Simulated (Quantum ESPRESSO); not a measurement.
Crystal: Ta.

```
CELL_PARAMETERS angstrom
-1.65128 1.65128 1.65128
1.65128 -1.65128 1.65128
1.65128 1.65128 -1.65128
ATOMIC_POSITIONS crystal
Ta 0.00000 0.00000 0.00000
```

| Property | Result |
| --- | --- |
| Program | Quantum ESPRESSO 7.5 |
| Task | single point |
| Functional | PBEsol |
| Potentials or basis | GBRV 1.5 PBEsol |
| Cutoff | 762 eV |
| Density cutoff | 6095 eV |
| k mesh | 11 × 11 × 11 |
| Occupations | fermi-dirac, width 0.05 eV |
| Spin | no spin polarisation |

On this cell: pressure -4.5 GPa; band gap on the k mesh none (metal or under the smearing width).

The same run follows on a disturbed copy (cell strained at random at fixed volume):

```
Ta
1.0
    -1.62073    1.65465    1.62924
     1.69780   -1.62617    1.67783
     1.62244    1.62787   -1.60076
Ta
1
Direct
  0.00191 0.97643 0.99590
```

Question: What changes?

Answer: The energy (extrapolated to zero smearing) moves by +14.4 meV/atom; pressure -4.1 GPa; band gap on the k mesh none (metal or under the smearing width).

Stress tensor (GPa, compression positive):
```
-4.66 -0.24 -4.16
-0.24 -3.43 -1.45
-4.16 -1.45 -4.21
```
